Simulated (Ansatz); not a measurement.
A relaxation computed with Ansatz, from input to last step.

```yaml
crystal:
  lattice:
    - [0.0, 2.269, 2.269]
    - [2.269, 0.0, 2.269]
    - [2.269, 2.269, 0.0]
  atoms:
    - { symbol: B, position: [0.0, 0.0, 0.0] }
    - { symbol: P, position: [0.25, 0.25, 0.25] }
basis:
  ecutwfc: 420
kpoints:
  mp_grid: { grid: [10, 10, 10] }
hamiltonian:
  xc: pbe
scf:
  occupations: { method: gaussian, width: 0.02 }
output:
  forces: true
  stress: true
  eigenvalues: true
relax:
  adjacent_minimum: "off"
  f_tol: 0.005
  max_steps: 80
  cell: { stress_tol: 0.05 }
```

```bash
ansatz run input.yaml --threads 1 --pin off --max-ram 2560MiB --backend cpu --events-out ev --progress --plain --runs-dir out
```

Level of theory: DFT PBE, scalar-relativistic, plane waves, PAW (Ansatz).

Of 4 frames 3 are shown, positions in Å and forces in eV/Å; the SCF threshold varies from step to step. Steps run on the plane waves of an earlier cell, with a Pulay correction in the pressure. The basis is chosen afresh for the last frame, the zero of the energies, and at times for earlier ones too; energy and pressure step there, also at an unchanged geometry.

```xyz
2
Lattice="0.0000 2.2690 2.2690 2.2690 0.0000 2.2690 2.2690 2.2690 0.0000" Properties=species:S:1:pos:R:3:forces:R:3 pbc="T T T" step=1 free_energy_over_end_meV_per_atom=0.28 pressure_GPa=1.13
B     0.0000    0.0000    0.0000    0.0000    0.0000    0.0000
P     1.1345    1.1345    1.1345    0.0000    0.0000    0.0000
2
Lattice="0.0000 2.2719 2.2719 2.2719 0.0000 2.2719 2.2719 2.2719 0.0000" Properties=species:S:1:pos:R:3:forces:R:3 pbc="T T T" step=2 free_energy_over_end_meV_per_atom=0.09 pressure_GPa=0.50
B     0.0000    0.0000    0.0000    0.0000    0.0000    0.0000
P     1.1359    1.1359    1.1359    0.0000    0.0000    0.0000
2
Lattice="0.0000 2.2742 2.2742 2.2742 0.0000 2.2742 2.2742 2.2742 0.0000" Properties=species:S:1:pos:R:3:forces:R:3 pbc="T T T" step=4 free_energy_over_end_meV_per_atom=0.00 pressure_GPa=0.01
B     0.0000    0.0000    0.0000    0.0000    0.0000    0.0000
P     1.1371    1.1371    1.1371    0.0000    0.0000    0.0000
```

Time: 6.5 s on 1 thread of Intel(R) Xeon(R) Platinum 8259CL CPU @ 2.50GHz (Skylake/Cascade Lake), with other jobs on the host, peak memory 0.36 GiB.